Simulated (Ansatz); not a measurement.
**AlNi3: from a guess to a relaxed structure**

Aim: relax a trial structure of AlNi3 and see where it ends.

Method: DFT PBE, scalar-relativistic, plane waves, PAW, in Ansatz 0.2.0.

**1. Starting point**

The structure is cubic, space group Im-3m (No. 229). The conventional cell has a = 4.708 Å, b = 4.708 Å, c = 4.708 Å, α = 90.00°, β = 90.00°, γ = 90.00°. Al (site symmetry m-3m) is surrounded by 6 Ni at 2.35 Å. Around Ni (site symmetry 4/mmm) lie 2 Al at 2.35 Å and 4 Ni at 2.35 Å.

Structure file:

```
Al Ni
1.0
    -2.35425    2.35425    2.35425
     2.35425   -2.35425    2.35425
     2.35425    2.35425   -2.35425
Al Ni
1 3
Cartesian
  0.0000 0.0000 0.0000
  2.3542 0.0000 0.0000
  0.0000 2.3542 0.0000
  0.0000 0.0000 2.3542
```

Recipe of the guess: random cell by space group and Wyckoff sites (Im-3m, No. 229). Its size is a rough estimate.

**2. A first look at the guess**

input.yaml

```yaml
crystal:
  lattice:
    - [-2.35424761, 2.35424761, 2.35424761]
    - [2.35424761, -2.35424761, 2.35424761]
    - [2.35424761, 2.35424761, -2.35424761]
  atoms:
    - { symbol: Al, position: [0.0, 0.0, 0.0] }
    - { symbol: Ni, position: [0.0, 0.5, 0.5], spin: 2.0 }
    - { symbol: Ni, position: [0.5, 0.0, 0.5], spin: 2.0 }
    - { symbol: Ni, position: [0.5, 0.5, 0.0], spin: -2.0 }
basis:
  ecutwfc: 420
kpoints:
  mp_grid: { grid: [6, 6, 6] }
hamiltonian:
  xc: pbe
scf:
  occupations: { method: gaussian, width: 0.1 }
  lower_state_search: "off"
output:
  forces: true
  stress: true
  eigenvalues: true
  populations: true
magnetization:
  spin_polarized: true
```

The run is started by

```
$ ansatz run input.yaml --threads 1 --pin off --max-ram 2560MiB --backend cpu --events-out ev --progress --plain --runs-dir out
```

The session goes on with these runs: coarse relaxation; final relaxation.

**Question.** What will these runs give? Wanted: conventional cell; volume; energy over the elements; gap on the mesh.

The runs gave:

| quantity | value |
| --- | --- |
| symmetry at the end (tolerance 0.05 Å) | space group Im-3m (No. 229) |
| conventional cell | a = 4.737 Å, b = 4.737 Å, c = 4.737 Å, α = 90.00°, β = 90.00°, γ = 90.00° |
| volume | 13.28 Å³/atom |
| energy over the elements | +0.32 eV/atom |
| gap on the mesh | none (metal) |

**Reading.** The space group Im-3m (No. 229) is kept, and the volume per atom grows by 1.8 % from the first guess. The formation energy is positive, so the separate elements lie lower. No finished test with a distortion of lower symmetry is shown, so the end may be a saddle point. Other magnetic orders were not searched.
